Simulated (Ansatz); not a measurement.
Input and command of a plane-wave DFT calculation in Ansatz:

```yaml
crystal:
  lattice:
    - [-1.65128, 1.65128, 1.6265108]
    - [1.65128, -1.65128, 1.6265108]
    - [1.65128, 1.65128, -1.6265108]
  atoms:
    - { symbol: Ta, position: [0.0, 0.0, 0.0] }
basis:
  ecutwfc: 420
kpoints:
  mp_grid: { grid: [20, 20, 20] }
hamiltonian:
  xc: pbe
scf:
  occupations: { method: gaussian, width: 0.15 }
output:
  forces: true
  stress: true
  eigenvalues: true
```

```bash
ansatz run input.yaml --threads 1 --pin off --max-ram 2560MiB --backend cpu --events-out ev --progress --plain --runs-dir out
```

Processor: Intel(R) Xeon(R) Platinum 8259CL CPU @ 2.50GHz (Skylake/Cascade Lake), 1 thread, on a host shared with other jobs.

How long does it run, and how much memory does it take?

About 7.9 s on 1 thread of Intel(R) Xeon(R) Platinum 8259CL CPU @ 2.50GHz (Skylake/Cascade Lake) (shared host), peak memory 0.46 GiB. It solves 11 bands at 641 k points (the mesh reduced by symmetry) with about 353 plane waves, in 6 SCF iterations.
